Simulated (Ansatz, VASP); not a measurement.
## One calculation of HgSe4, two programs

```
CELL_PARAMETERS angstrom
5.10259 0.00000 0.00000
0.00000 5.10259 0.00000
0.00000 0.00000 5.10259
ATOMIC_POSITIONS crystal
Hg 0.00000 0.00000 0.00000
Se 0.31021 0.31021 0.31021
Se 0.68979 0.68979 0.31021
Se 0.31021 0.68979 0.68979
Se 0.68979 0.31021 0.68979
```

Change from the starting cell: species swapped into the SnI4 type (P-43m, No. 215).

Alike in both runs: functional PBE; k mesh 8 × 8 × 8; occupations gaussian, width 0.1 eV; no spin polarisation.

Ansatz relaxed the structure, and its values are those at the end. VASP's run is a single point on that final structure, the one shown.

```csv
,VASP,Ansatz
version,VASP 6.6.1,Ansatz 0.2.0
potentials or method,"VASP PAW PBE potentials, release 64 (Hg, Se)","scalar-relativistic, plane waves, PAW"
plane-wave cutoff (eV),520,420
valence electrons in the cell,36,84
```

VASP gave:

```
gap on the k mesh at the Fermi level (eV) : none
pressure (GPa)                            : 0.1
rms of the force components (eV/Å)        : 0.013
```

Q: What did Ansatz give for the same quantities?

A: gap on the k mesh at the Fermi level (eV): none; pressure (GPa): 0.0; rms of the force components (eV/Å): 0.001.

A gap of «none» marks a metal or a gap that the smearing closes. The two sets of potentials don't hold the same shells in valence.

The runs have no spin-orbit coupling, so splittings on Hg are missing.
